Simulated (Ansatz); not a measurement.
# Dielectric response of MgTe (10-10) films, part 2 of 5

How well do thin wurtzite MgTe (10-10) films screen a perpendicular field?

Ansatz 0.2.0; plane-wave DFT, LDA, Ansatz PAW.

So far. Step 2 (Relaxing the film, 12 atoms, units 3): The gap is 2.42 eV, with the valence edge 6.03 eV and the conduction edge 3.60 eV under the upper vacuum level.

**3. Single point on the relaxed film, 12 atoms, units 3**

The film was relaxed beforehand; a single point on the relaxed positions gives its levels and potential.

The input, input.yaml:

```yaml
crystal:
  lattice:
    - [4.54, 0.0, 0.0]
    - [0.0, 7.39, 0.0]
    - [0.0, 0.0, 27.1740957774]
  atoms:
    - { symbol: Mg, position: [0.0, 0.0523338947, 0.3592246457] }
    - { symbol: Te, position: [0.0, 0.3880173478, 0.3254085536] }
    - { symbol: Mg, position: [0.5, 0.4800811288, 0.3758887717] }
    - { symbol: Te, position: [0.5, 0.863647881, 0.3825486043] }
    - { symbol: Mg, position: [0.5, -0.0176342775, 0.4795791475] }
    - { symbol: Te, position: [0.5, 0.3585538462, 0.4736756724] }
    - { symbol: Mg, position: [0.0, 0.482365851, 0.5204208104] }
    - { symbol: Te, position: [0.0, 0.8585539655, 0.5263243038] }
    - { symbol: Mg, position: [0.0, -0.0199188979, 0.6241112131] }
    - { symbol: Te, position: [0.0, 0.3636479978, 0.6174513755] }
    - { symbol: Mg, position: [0.5, 0.5523338453, 0.6407754488] }
    - { symbol: Te, position: [0.5, 0.8880174174, 0.6745914531] }
kpoints:
  mp_grid: { grid: [6, 4, 1] }
hamiltonian:
  xc: lda
scf:
  occupations: { method: fixed }
  convergence: { dr2_threshold: 1.0e-09 }
efield:
  axis: 3
  dipole_correction: true
  ramp_position: 0.97
  ramp_width: 0.06
output:
  eigenvalues: true
  write_potential: true
  write_density: true
  volumetric_format: npy
```

Command:

```console
$ ansatz run input.yaml --threads 4 --pin off --max-ram 12288MiB --backend cpu --events-out ev --progress --plain --runs-dir out
```

Numbers of over 12 decimals in the logs are rounded to 6 here.

Output:

```text
[...]
Crystal: 12 atoms, lattice volume = 911.707 Å³
Basis set: ecut = 420 eV, 17849 PW (Γ)
Bands: 94, of which v1, the nominal top of the filled ones, is band 78 counted from 1 (77 counted from 0)
Symmetry: 2 space group operations
k-points: 12 of 24 (time reversal used)
[...]
SCF iter   1: F=—  HF=-52381.365280 eV  |F-HF|=—  |Δ(HF+E_count)|=         —  Δρ=3.35e-3  dr2=4.75e-2  ethr=1.77e-3  p=0.000 e·Å  D=1.01e-7 V/Å  ΔV_dip=-0.00 eV  dr2_dipole=6.18e-9  V_vac-E_F(+/−)=6.12/6.12 eV  ⟨swp⟩=6.1  Hψ=3787  notcnv=0  defer=165
[...]
SCF iter  10: F=-52381.339888 eV  HF=-52381.339888 eV  |F-HF|=1.96e-10  |Δ(HF+E_count)|=  2.98e-10  Δρ=1.24e-7  dr2=2.12e-10  ethr=1.00e-12  p=-0.000 e·Å  D=-3.33e-7 V/Å  ΔV_dip=0.00 eV  dr2_dipole=2.05e-11  V_vac-E_F(+/−)=6.03/6.03 eV  ⟨swp⟩=22.6  Hψ=6928  notcnv=0
SCF 1 converged in 10 iterations: F = -52381.339888 eV  dr2 = 2.12e-10
[...]
SCF converged after 10 iterations
Free energy (F): -52381.339888 eV
[...]
Internal energy: -52381.339888 eV  (E = F + TS)
E sigma→0 (E₀):  -52381.339888 eV
Fermi energy:    -1.522238 eV
Dipole field:    D = 0.000003 V/Å  (p = 0.000013 e·Å, saw-weighted, corrected)
Work function:   Φ+ = 6.0287 eV   Φ− = 6.0288 eV
[...]
--- Band table (eV; the first three rows and the last of 12) ---
  k-point 0: bands = [... 74 lower, -1.6894, -1.6575, -1.6054, -1.5222, 0.9023, 1.2878, 1.5773, 1.9192, ... 12 higher]
  k-point 1: bands = [... 74 lower, -1.6726, -1.6691, -1.6552, -1.5897, 1.3458, 1.3768, 1.6154, 1.7198, ... 12 higher]
  k-point 2: bands = [... 74 lower, -1.7028, -1.7028, -1.6771, -1.6771, 1.4050, 1.4050, 1.9107, 1.9107, ... 12 higher]
  k-point 11: bands = [... 74 lower, -2.1183, -2.1183, -1.8514, -1.8514, 1.4672, 1.4672, 1.8762, 1.8762, ... 12 higher]
```

Wall time 39 s (4 threads of Arm Neoverse V1, shared host); peak memory 2.3 GiB; 2.5 min of CPU time.

In the SCF lines HF is the Harris–Foulkes energy and dr2 the Hartree energy of the density residual, in eV; the loop may stop once dr2 is under the threshold and the program's other checks hold. Hψ counts applications of the Hamiltonian.

Numbers from this step:

| Item | Value |
| --- | --- |
| dipole along the normal | 1.27e-5 e·Å |

Running mean over 3.932 Å of the planar mean; the ramp of the sawtooth is left out. Electron's electrostatic potential energy less the highest filled level against z:

```
z (Å)  electron's electrostatic potential energy less the highest filled level (eV)
    4                                                                          6.03
    5                                                                          6.02
    6                                                                          5.82
    7                                                                          5.05
    8                                                                          2.90
    9                                                                         0.975
   10                                                                         0.349
   11                                                                        -0.177
   12                                                                        -0.106
   13                                                                         0.178
   14                                                                         0.197
   15                                                                       -0.0124
   16                                                                        -0.281
   17                                                                         0.306
   18                                                                         0.769
   19                                                                          2.44
   20                                                                          4.85
   21                                                                          5.71
   22                                                                          6.01
   23                                                                          6.03
   24                                                                          6.03
```

The gap is 2.42 eV, with the valence edge 6.03 eV and the conduction edge 3.60 eV under the upper vacuum level.

**4. Single point, 12 atoms, units 3, field 0.05 V/Å**

A sawtooth potential applies the field, turning back in the middle of the vacuum. With the dipole correction the typed value is the field outside the slab. The induced dipole is small, so the SCF threshold is tight.

input.yaml: that of step 3 with these lines changed.

```diff
@@ -24,3 +24,3 @@
   occupations: { method: fixed }
-  convergence: { dr2_threshold: 1.0e-09 }
+  convergence: { dr2_threshold: 1.0e-10 }
 efield:
@@ -30,4 +30,4 @@
   ramp_width: 0.06
+  amplitude: 0.05
 output:
-  eigenvalues: true
   write_potential: true
```

Output:

```text
[...]
Crystal: 12 atoms, lattice volume = 911.707 Å³
Basis set: ecut = 420 eV, 17849 PW (Γ)
Bands: 94, of which v1, the nominal top of the filled ones, is band 78 counted from 1 (77 counted from 0)
Symmetry: 2 space group operations
k-points: 12 of 24 (time reversal used)
[...]
SCF iter   1: F=—  HF=-52383.386801 eV  |F-HF|=—  |Δ(HF+E_count)|=         —  Δρ=1.70e-2  dr2=5.92e0  ethr=3.10e-3  p=0.103 e·Å  D=2.05e-2 V/Å  ΔV_dip=-0.56 eV  dr2_dipole=4.89e-4  V_vac-E_F(+/−)=7.35/6.66 eV  ⟨swp⟩=6.1  Hψ=3640  notcnv=0  defer=150
[...]
SCF iter  12: F=-52381.342195 eV  HF=-52381.342195 eV  |F-HF|=1.46e-10  |Δ(HF+E_count)|=  7.57e-10  Δρ=1.08e-7  dr2=8.27e-11  ethr=1.00e-12  p=0.092 e·Å  D=1.83e-2 V/Å  ΔV_dip=-0.50 eV  dr2_dipole=5.26e-17  V_vac-E_F(+/−)=6.37/5.63 eV  ⟨swp⟩=23.5  Hψ=6934  notcnv=0
SCF 1 converged in 12 iterations: F = -52381.342195 eV  dr2 = 8.27e-11
[...]
SCF converged after 12 iterations
[...]
Free energy (F): -52381.342195 eV
[...]
Internal energy: -52381.342195 eV  (E = F + TS)
E sigma→0 (E₀):  -52381.342195 eV
Fermi energy:    -1.510026 eV
Dipole field:    D = 0.018313 V/Å  (p = 0.092270 e·Å, saw-weighted, corrected)
Work function:   not extracted (applied field tilts the vacuum); planar V_es + V_field profile in the machine report
[...]
--- Band table (eV; the first three rows and the last of 12) ---
  k-point 0: bands = [... 74 lower, -1.6898, -1.6506, -1.6173, -1.5100, 0.9007, 1.2880, 1.5769, 1.9142, ... 12 higher]
  k-point 1: bands = [... 74 lower, -1.6850, -1.6836, -1.6378, -1.5771, 1.3354, 1.3860, 1.6138, 1.7201, ... 12 higher]
  k-point 2: bands = [... 74 lower, -1.7382, -1.7051, -1.6673, -1.6479, 1.3914, 1.4174, 1.8873, 1.9330, ... 12 higher]
  k-point 11: bands = [... 74 lower, -2.1503, -2.0856, -1.8888, -1.8141, 1.4556, 1.4781, 1.8619, 1.8843, ... 12 higher]
```

Wall time 40 s (4 threads); peak memory 2.3 GiB.

Numbers from this step:

| Property | Result |
| --- | --- |
| gap on the k-mesh | 2.411 eV |
| dipole along the normal | 0.09227 e·Å |

The dipole is 0.0923 e·Å, and the gap on the mesh 2.411 eV.

**5. Atoms held, 12 atoms, units 3, field -0.05 V/Å**

input.yaml: that of step 4 with these lines changed.

```diff
@@ -30,3 +30,3 @@
   ramp_width: 0.06
-  amplitude: 0.05
+  amplitude: -0.05
 output:
```

Output:

```text
[...]
Crystal: 12 atoms, lattice volume = 911.707 Å³
Basis set: ecut = 420 eV, 17849 PW (Γ)
Bands: 94, of which v1, the nominal top of the filled ones, is band 78 counted from 1 (77 counted from 0)
Symmetry: 2 space group operations
k-points: 12 of 24 (time reversal used)
[...]
k-point 0: bands = [... 74 lower, -1.6898, -1.6506, -1.6173, -1.5100, 0.9007, 1.2880, 1.5769, 1.9142, ... 12 higher]
  k-point 1: bands = [... 74 lower, -1.6850, -1.6836, -1.6378, -1.5771, 1.3354, 1.3860, 1.6138, 1.7201, ... 12 higher]
  k-point 2: bands = [... 74 lower, -1.7382, -1.7051, -1.6673, -1.6479, 1.3914, 1.4174, 1.8873, 1.9330, ... 12 higher]
  k-point 11: bands = [... 74 lower, -2.1503, -2.0856, -1.8888, -1.8141, 1.4556, 1.4781, 1.8619, 1.8843, ... 12 higher]
[key lines of the parts left out:]
SCF converged after 12 iterations
Free energy (F): -52381.342195 eV
Fermi energy:    -1.510026 eV
Dipole field:    D = -0.018313 V/Å  (p = -0.092270 e·Å, saw-weighted, corrected)
```

The job ended after 41 s (4 threads; peak memory 2.3 GiB).

The dipole is -0.0923 e·Å, and the gap on the mesh 2.411 eV.

**6. Response with the atoms held, 12 atoms, units 3**

This step: plane-wave DFT, LDA, Ansatz PAW; response to a field along the normal, atoms held (Ansatz 0.2.0).

The two fields give this film's response with the atoms held: the electronic part.

This step gave:

| Quantity | Value |
| --- | --- |
| equivalent conductor thickness p/(ε₀AE) | 9.953 Å |
| distance between the outer atoms | 9.489 Å |
| thickness | 11.80 Å |
| inner field over outer field | 0.1684 |
| local ε in the middle | 5.940 |

Local field over the applied field, running mean. From the potentials at -0.05 and 0.05 V/Å; running mean over 3.932 Å, taken twice. The local field over applied field by z:

```csv
z (Å),local field over applied field
4.0,0.791
4.5,0.945
5.0,0.942
5.5,0.902
6.0,0.847
6.5,0.778
7.0,0.696
7.5,0.607
8.0,0.516
8.5,0.429
9.0,0.352
9.5,0.288
10.0,0.239
10.5,0.205
11.0,0.184
11.5,0.173
12.0,0.169
12.5,0.168
13.0,0.168
13.5,0.168
14.0,0.168
14.5,0.168
15.0,0.168
15.5,0.171
16.0,0.179
16.5,0.196
17.0,0.225
17.5,0.269
18.0,0.328
18.5,0.401
19.0,0.485
19.5,0.575
20.0,0.666
20.5,0.750
21.0,0.824
21.5,0.885
22.0,0.930
22.5,0.957
23.0,0.865
```

Electrons, planar mean, per unit field. Table of induced electron density by z:

```csv
z (Å),induced electron density (e/Å³ per V/Å)
4.0,3.2e-6
4.5,1.0e-5
5.0,3.1e-5
5.5,9.2e-5
6.0,2.5e-4
6.5,6.3e-4
7.0,0.00136
7.5,0.00223
8.0,0.00217
8.5,0.00170
9.0,0.00152
9.5,8.8e-4
10.0,-8.2e-4
10.5,-0.00136
11.0,-2.6e-4
11.5,6.1e-5
12.0,-7.0e-5
12.5,6.9e-4
13.0,0.00116
13.5,2.7e-4
14.0,-9.7e-4
14.5,-0.00107
15.0,1.7e-7
15.5,-1.7e-5
16.0,-9.0e-6
16.5,0.00109
17.0,0.00116
17.5,-2.4e-4
18.0,-0.00140
18.5,-0.00171
19.0,-0.00189
19.5,-0.00238
20.0,-0.00168
20.5,-8.5e-4
21.0,-3.5e-4
21.5,-1.3e-4
22.0,-4.6e-5
22.5,-1.5e-5
23.0,-4.8e-6
```

By hand: between -0.05 and 0.05 V/Å the dipole changes by 0.1845 e·Å, a slope of 1.845 e·Å²/V. A perfect conductor of thickness t has p = ε₀AEt, so t = 180.95 × 1.845 / 33.551 = 9.95 Å (e/ε₀ = 180.95 V·Å, A in Å²).

The induced dipole is that of a conductor 9.95 Å thick.

**7. Relaxing in the field, 12 atoms, field 0.05 V/Å**

This step: plane-wave DFT, LDA, Ansatz PAW (Ansatz 0.2.0).

Now the atoms may follow the field. A weak field makes forces of meV/Å to tens of meV/Å, so the force tolerance is set well below the usual one.

input.yaml: that of step 5 with these lines changed.

```diff
@@ -30,3 +30,6 @@
   ramp_width: 0.06
-  amplitude: -0.05
+  amplitude: 0.05
+relax:
+  f_tol: 0.0006
+  max_steps: 70
 output:
```

Output:

```text
[...]
Crystal: 12 atoms, lattice volume = 911.707 Å³
Basis set: ecut = 420 eV, 17849 PW (Γ)
Bands: 94, of which v1, the nominal top of the filled ones, is band 78 counted from 1 (77 counted from 0)
Symmetry: 2 space group operations
k-points: 12 of 24 (time reversal used)
[...]
SCF iter   1: F=—  HF=-52383.386688 eV  |F-HF|=—  |Δ(HF+E_count)|=         —  Δρ=1.70e-2  dr2=5.92e0  ethr=3.10e-3  p=0.103 e·Å  D=2.05e-2 V/Å  ΔV_dip=-0.56 eV  dr2_dipole=4.96e-4  V_vac-E_F(+/−)=7.35/6.66 eV  ⟨swp⟩=6.3  Hψ=3476  notcnv=0  defer=150
[...]
SCF iter  12: F=-52381.342195 eV  HF=-52381.342195 eV  |F-HF|=8.73e-11  |Δ(HF+E_count)|=  6.55e-10  Δρ=1.01e-7  dr2=7.18e-11  ethr=1.00e-12  p=0.092 e·Å  D=1.83e-2 V/Å  ΔV_dip=-0.50 eV  dr2_dipole=2.26e-15  V_vac-E_F(+/−)=6.37/5.63 eV  ⟨swp⟩=8.2  Hψ=5969  notcnv=0
SCF 1 converged in 12 iterations: F = -52381.342195 eV  dr2 = 7.18e-11
[...]
relax step   1: F+E_penalty+E_count = -52381.34219518 eV  Δ(F+E_penalty+E_count) = +0.000e0 eV  max|allowed force component| = 1.859e-2 eV/Å  Δτ_max = 0.0000 Å  (12 SCF iters, accepted)
[...]
SCF iter   9: F=-52381.342280 eV  HF=-52381.342280 eV  |F-HF|=1.24e-10  |Δ(HF+E_count)|=  1.38e-10  Δρ=4.84e-8  dr2=2.43e-11  ethr=1.00e-12  p=0.103 e·Å  D=2.05e-2 V/Å  ΔV_dip=-0.56 eV  dr2_dipole=1.23e-14  V_vac-E_F(+/−)=6.35/5.67 eV  ⟨swp⟩=7.0  Hψ=5173  notcnv=0
SCF 2 converged in 9 iterations: F = -52381.342280 eV  dr2 = 2.43e-11
relax step   2: F+E_penalty+E_count = -52381.34228010 eV  Δ(F+E_penalty+E_count) = -8.492e-5 eV  max|allowed force component| = 2.093e-2 eV/Å  Δτ_max = 0.0094 Å  (9 SCF iters, accepted)
SCF iter   1: F=—  HF=-52381.342410 eV  |F-HF|=—  |Δ(HF+E_count)|=         —  Δρ=4.33e-5  dr2=1.12e-4  ethr=5.54e-7  p=0.103 e·Å  D=2.05e-2 V/Å  ΔV_dip=-0.56 eV  dr2_dipole=5.07e-5  V_vac-E_F(+/−)=6.35/5.67 eV  ⟨swp⟩=4.8  Hψ=1833  notcnv=0  defer=168
[...]
SCF iter   8: F=-52381.342390 eV  HF=-52381.342390 eV  |F-HF|=8.00e-11  |Δ(HF+E_count)|=  6.55e-11  Δρ=4.28e-8  dr2=1.53e-11  ethr=1.00e-12  p=0.100 e·Å  D=1.98e-2 V/Å  ΔV_dip=-0.54 eV  dr2_dipole=6.54e-14  V_vac-E_F(+/−)=6.36/5.65 eV  ⟨swp⟩=7.0  Hψ=5415  notcnv=0
SCF 3 converged in 8 iterations: F = -52381.342390 eV  dr2 = 1.53e-11
relax step   3: F+E_penalty+E_count = -52381.34239042 eV  Δ(F+E_penalty+E_count) = -1.103e-4 eV  max|allowed force component| = 2.090e-3 eV/Å  Δτ_max = 0.0028 Å  (8 SCF iters, accepted)
[...]
relax step   4: F+E_penalty+E_count = -52381.34239639 eV  Δ(F+E_penalty+E_count) = -5.974e-6 eV  max|allowed force component| = 7.726e-4 eV/Å  Δτ_max = 0.0020 Å  (7 SCF iters, accepted)
SCF iter   1: F=—  HF=-52381.342388 eV  |F-HF|=—  |Δ(HF+E_count)|=         —  Δρ=3.44e-5  dr2=1.31e-5  ethr=8.30e-8  p=0.100 e·Å  D=1.98e-2 V/Å  ΔV_dip=-0.54 eV  dr2_dipole=4.92e-7  V_vac-E_F(+/−)=6.36/5.65 eV  ⟨swp⟩=3.4  Hψ=2526  notcnv=0  defer=168
[...]
SCF iter   7: F=-52381.342398 eV  HF=-52381.342398 eV  |F-HF|=2.91e-11  |Δ(HF+E_count)|=  2.91e-10  Δρ=7.52e-8  dr2=3.99e-11  ethr=1.00e-12  p=0.100 e·Å  D=1.99e-2 V/Å  ΔV_dip=-0.54 eV  dr2_dipole=2.19e-14  V_vac-E_F(+/−)=6.36/5.66 eV  ⟨swp⟩=7.0  Hψ=5667  notcnv=0
SCF 5 converged in 7 iterations: F = -52381.342398 eV  dr2 = 3.99e-11
relax step   5: F+E_penalty+E_count = -52381.34239807 eV  Δ(F+E_penalty+E_count) = -1.678e-6 eV  max|allowed force component| = 5.804e-4 eV/Å  Δτ_max = 0.0023 Å  (7 SCF iters, accepted)
NSCF: frozen V_eff on 12 k-points
[...]
SCF converged after 7 iterations
[...]
Free energy (F): -52381.342398 eV
[...]
Internal energy: -52381.342398 eV  (E = F + TS)
E sigma→0 (E₀):  -52381.342398 eV
Fermi energy:    -1.517630 eV
Dipole field:    D = 0.019866 V/Å  (p = 0.100095 e·Å, saw-weighted, corrected)
Work function:   not extracted (applied field tilts the vacuum); planar V_es + V_field profile in the machine report
[...]
--- Forces (eV/Å), atoms counted from 1 ---
  atom   1  Mg     0.00000000    -0.00017559    -0.00018764
  atom   2  Te     0.00000000    -0.00006741     0.00004487
  atom   3  Mg     0.00000000     0.00010824     0.00044645
  atom   4  Te     0.00000000     0.00036988    -0.00010421
  atom   5  Mg     0.00000000     0.00008358     0.00030232
  atom   6  Te     0.00000000    -0.00033849    -0.00041900
  atom   7  Mg     0.00000000    -0.00018492    -0.00006163
  atom   8  Te     0.00000000    -0.00018659     0.00029613
  atom   9  Mg     0.00000000    -0.00008945    -0.00003498
  atom  10  Te     0.00000000     0.00058069    -0.00006883
  atom  11  Mg     0.00000000    -0.00000091     0.00004233
  atom  12  Te     0.00000000    -0.00009510    -0.00014250
  max |Σ_I F_I| component: 1.13e-4 eV/Å
--- Band table (eV; the first three rows and the last of 12) ---
  k-point 0: bands = [... 74 lower, -1.6874, -1.6562, -1.6091, -1.5176, 0.9012, 1.2875, 1.5760, 1.9174, ... 12 higher]
  k-point 1: bands = [... 74 lower, -1.6786, -1.6763, -1.6441, -1.5849, 1.3381, 1.3841, 1.6145, 1.7189, ... 12 higher]
  k-point 2: bands = [... 74 lower, -1.7218, -1.6981, -1.6823, -1.6553, 1.3895, 1.4183, 1.9020, 1.9175, ... 12 higher]
  k-point 11: bands = [... 74 lower, -2.1370, -2.0993, -1.8768, -1.8252, 1.4536, 1.4814, 1.8712, 1.8788, ... 12 higher]
--- Relaxed structure (5 steps of the walk, 5 accepted, 0 SCFs on fresh bases) ---
  F+E_penalty+E_count = -52381.34239807 eV   max|allowed force component| = 5.804e-4 eV/Å
  atoms:
    - { symbol: Mg, position: [0.0, 0.053432, 0.359546] }
    - { symbol: Te, position: [0.0, 0.388605, 0.325268] }
    - { symbol: Mg, position: [0.5, 0.480838, 0.375823] }
    - { symbol: Te, position: [0.5, 0.864273, 0.382479] }
    - { symbol: Mg, position: [0.5, -0.017601, 0.479646] }
    - { symbol: Te, position: [0.5, 0.358551, 0.473488] }
    - { symbol: Mg, position: [0.0, 0.482324, 0.520377] }
    - { symbol: Te, position: [0.0, 0.858407, 0.526244] }
    - { symbol: Mg, position: [0.0, -0.020531, 0.624138] }
    - { symbol: Te, position: [0.0, 0.363070, 0.617323] }
    - { symbol: Mg, position: [0.5, 0.551209, 0.641126] }
    - { symbol: Te, position: [0.5, 0.887421, 0.674541] }
```

Elapsed: 1.8 min, on 4 threads; peak memory 2 GiB; 7 min of CPU time.

The steps of the relaxation:

```csv
step,energy less that of the first step (eV),largest force component (eV/Å)
1,0.0000,0.0186
2,-0.0001,0.0209
3,-0.0002,0.0021
4,-0.0002,0.0008
5,-0.0002,0.0006
```

Forces are held to the 2 operations that the run works with; a distortion that breaks them can't arise in this run.

The atoms that moved most (Å):

```
atom     dx      dy      dz  length
Mg11  0.000  -0.008   0.010   0.013
 Mg1  0.000   0.008   0.009   0.012
 Mg3  0.000   0.006  -0.002   0.006
 Te2  0.000   0.004  -0.004   0.006
Te10  0.000  -0.004  -0.003   0.006
 Te6  0.000   0.000  -0.005   0.005
```

The relaxed structure:

```cif
data_structure
_symmetry_space_group_name_H-M 'P 1'
_symmetry_Int_Tables_number 1
_cell_length_a 4.5400
_cell_length_b 7.3900
_cell_length_c 27.1741
_cell_angle_alpha 90.000
_cell_angle_beta 90.000
_cell_angle_gamma 90.000
_cell_volume 911.71
loop_
_atom_site_label
_atom_site_type_symbol
_atom_site_fract_x
_atom_site_fract_y
_atom_site_fract_z
_atom_site_occupancy
Mg1 Mg 0.00000 0.05343 0.35955 1
Te2 Te 0.00000 0.38861 0.32527 1
Mg3 Mg 0.50000 0.48084 0.37582 1
Te4 Te 0.50000 0.86427 0.38248 1
Mg5 Mg 0.50000 0.98240 0.47965 1
Te6 Te 0.50000 0.35855 0.47349 1
Mg7 Mg 0.00000 0.48232 0.52038 1
Te8 Te 0.00000 0.85841 0.52624 1
Mg9 Mg 0.00000 0.97947 0.62414 1
Te10 Te 0.00000 0.36307 0.61732 1
Mg11 Mg 0.50000 0.55121 0.64113 1
Te12 Te 0.50000 0.88742 0.67454 1
```

Numbers from this step:

- gap on the k-mesh: 2.419 eV
- dipole along the normal: 0.1001 e·Å

The relaxation took 5 steps and lowered the energy by 2.0e-4 eV; the largest force on the free atoms ends at 5.8e-4 eV/Å.

The dipole is 0.100 e·Å, and the gap on the mesh 2.419 eV.

[end of part 2 of 5]

[Logs are printed without paths, hosts, clocks, repeated set-up lines and the standing remarks that a program may print on its own settings, such as how far it seeks lower states.]

[Hosts, paths, dates, database ids (printed as entryN), source tags and the programs' standing remarks are cut or masked in the printed files.]

[Maps of the electrostatic potential energy from Ansatz leave out the sawtooth potential of an applied field or a dipole correction, so their vacuum need not be flat; planar profiles and work functions include it.]
